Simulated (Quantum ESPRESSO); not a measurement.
Runs of Quantum ESPRESSO 7.5 on SiC (Moissanite 3C). The structure is cubic, space group F-43m (No. 216). The conventional cell has a = 4.358 Å, b = 4.358 Å, c = 4.358 Å, α = 90.00°, β = 90.00°, γ = 90.00°. Si (site symmetry -43m) has 4 C at 1.89 Å as nearest neighbours. Around C (site symmetry -43m) lie 4 Si at 1.89 Å. 

| level | potentials or basis | spin | cell | mesh quality | gap on the mesh (eV) |
| --- | --- | --- | --- | --- | --- |
| PBE | PseudoDojo 0.4.1 SR PBE standard | off | volume scaled by 1.08 | not flagged | (b) |
| PBE | PseudoDojo 0.4.1 SR PBE standard | off | volume scaled by 1.04 | not flagged | (a) |
| PBE | PseudoDojo 0.4 FR PBE standard | non-collinear, zero start, SOC | as given | not flagged | 1.36 |
| PBE | PseudoDojo 0.4.1 SR PBE standard | off | volume scaled by 0.92 | coarse | 1.28 |
| PBEsol | PseudoDojo 0.4.1 SR PBEsol standard | off | as given | not flagged | 1.24 |
| PBEsol | PseudoDojo 0.4 FR PBEsol standard | non-collinear, zero start, SOC | as given | not flagged | 1.24 |
| PBE | PseudoDojo 0.4.1 SR PBE standard | off | volume scaled by 0.88 | coarse | 1.24 |
| PBE | PseudoDojo 0.4.1 SR PBE standard | off | volume scaled by 0.96 | coarse | 1.32 |

Alike in all rows: task single point; k mesh 6 × 6 × 6; cutoff (eV) 1116; smearing fixed.

Q: Estimate the missing entries.

A: (a) 1.40; (b) 1.43.

Caveats: some runs use coarse meshes.

A k mesh can miss the band edges.
